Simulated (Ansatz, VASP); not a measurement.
**Pb in VASP and in Ansatz**

```
Pb
1.0
     3.54825    0.00000    0.00000
    -1.77413    3.07288    0.00000
     0.00000    0.00000    5.69964
Pb
2
Direct
  0.66667 0.33333 0.75000
  0.33333 0.66667 0.25000
```

Change from the starting cell: volume scaled by 1.06.

Alike in both runs: task single point; functional PBE; k mesh 9 × 9 × 5; occupations fermi-dirac, width 0.05 eV; no spin polarisation.

|  | VASP | Ansatz |
| --- | --- | --- |
| version | VASP 6.6.1 | Ansatz 0.2.0 |
| potentials or method | VASP PAW PBE potentials, release 64 (Pb_d) | Ansatz PAW |
| plane-wave cutoff (eV) | 520 | 420 |
| valence electrons in the cell | 28 | 28 |

|  | VASP | Ansatz | Ansatz less VASP |
| --- | --- | --- | --- |
| gap on the k mesh at the Fermi level (eV) | none | none | - |
| pressure (GPa) | 1.2 | 1.3 | +0.05 |
| largest component of the traceless stress (GPa) | 1.68 | 1.70 | +0.022 |

A gap of «none» marks a metal or a gap that the smearing closes. The functional is the same, so the differences come from potentials, cutoffs and numerics.

Spin-orbit coupling is left out, which matters for the levels of Pb.
